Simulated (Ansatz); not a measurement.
Runs of Ansatz 0.2.0 on SiO2. Symmetry: I4/mmm, No. 139, tetragonal system. Conventional cell: a = 8.944 Å, b = 8.944 Å, c = 5.224 Å, α = 90.00°, β = 90.00°, γ = 90.00°. Si (site symmetry m2m) has 4 O at 1.60 to 1.61 Å as nearest neighbours. O (site symmetry m2m) is surrounded by 2 Si at 1.61 Å. O (site symmetry 2/m) is surrounded by 2 Si at 1.60 Å. The cell comes from a database or a generator and needn't be the stable form of this composition.

```tsv
level	gap on the mesh (eV)	pressure (GPa)	relaxed volume (Å³/atom)
PBE+D3(BJ)	5.38	0.0	17.71
PBE+D3(BJ)-ATM	5.38	0.0	17.72
PBE	(a)	0.0	17.83
PBE+D4	(b)	0.0	17.79
```

Alike in all rows: task relaxation of cell and atoms; potentials or basis Ansatz PAW; no spin polarisation; cell relaxed; k mesh 6 × 6 × 6; cutoff (eV) 420; smearing fermi-dirac 0.05 eV.

Question: Fill in the values left out.

Answer: (a) 5.36; (b) 5.37.

Caveats: the plane-wave basis is chosen anew once the cell has moved, so the energies of steps on either side of that aren't comparable.

A k mesh can miss the band edges.
